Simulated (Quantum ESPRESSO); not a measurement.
## Ni in Quantum ESPRESSO: the effect of strain

The system is Ni.

```xyz
2
Lattice="2.4480 0.0000 0.0000 -1.2240 2.1201 0.0000 0.0000 0.0000 3.9099" Properties=species:S:1:pos:R:3 pbc="T T T"
Ni    1.2240    0.7067    2.9324
Ni    0.0000    1.4134    0.9775
```

This isn't the form of Ni at room conditions, which is fcc.

Alike in all runs:

```yaml
Program: Quantum ESPRESSO 7.5
Task: relaxation of the atoms
Functional: PBEsol
Potentials_or_basis: GBRV 1.5 PBEsol
Cutoff: 612 eV
Density_cutoff: 4898 eV
k_mesh: 8 × 8 × 5
Occupations: fermi-dirac, width 0.05 eV
Spin: collinear spin, ferromagnetic start
Starting_moments: "[1.0, 1.0] μB"
Kind_of_strain: uniaxial_z
Mixing_beta: 0.3
Most_SCF_iterations: 120
SCF_threshold: 4e-10 Ry
Most_ionic_steps: 40
Forc_conv_thr: 0.0004 Ry/bohr
```

Each run relaxes the cell or the atoms first.

```tsv
strain	pressure (GPa)	moment (μB)
-0.04	6.5	1.33
-0.02	1.3	1.35
-0.01	-1.0	1.36
0	?	?
0.01	-5.0	1.38
0.02	-6.8	1.39
0.04	-9.9	1.41
```

What does the run with strain 0 give?

Pressure -3.1 GPa; moment 1.37 μB.

Worked out: A parabola through the other rows of the pressure, of slope -204 GPa per unit of strain there, gives -3.1 GPa, against the run's -3.1. A straight line through the other rows of the moment, of slope 1 μB per unit of strain, gives 1.37 μB, against the run's 1.37.

Caveats: all runs use coarse meshes; the relaxation stopped at its first step, so nothing moved.
